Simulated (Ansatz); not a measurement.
Crystal: SiO2.

```
CELL_PARAMETERS angstrom
-2.83790 2.83790 5.66021
2.83790 -2.83790 5.66021
2.83790 2.83790 -5.66021
ATOMIC_POSITIONS crystal
Si 0.87500 0.26362 0.88862
Si 0.01362 0.62500 0.88862
Si 0.73638 0.12500 0.11138
Si 0.37500 0.98638 0.11138
O 0.63373 0.13373 0.50000
O 0.46788 0.96788 0.93575
O 0.03212 0.53212 0.06425
O 0.11627 0.11627 0.00000
O 0.88373 0.88373 0.00000
O 0.86627 0.36627 0.50000
O 0.28212 0.71788 0.00000
O 0.71788 0.28212 0.00000
```

The cell comes from a database or a generator and needn't be the stable form of this composition.

Program: Ansatz 0.2.0. Alike in all runs: task band structure; potentials or basis Ansatz PAW; no spin polarisation; cell as given; k mesh 7 × 7 × 7; smearing fermi-dirac 0.05 eV.

**Question.** Order these runs on this cell by their pressure, lowest first.
A. level LDA; cutoff (eV) 420
B. level PBEsol; cutoff (eV) 420
C. level r2SCAN; cutoff (eV) 500

**Answer.** A (-5.9 GPa), C (-4.4 GPa), B (-2.3 GPa).

Caveats: the PAW data sets come from PBE, with cores solved anew for the run's functional, which leaves a small shift of forces and pressure.

Not every run made on this cell is shown here.
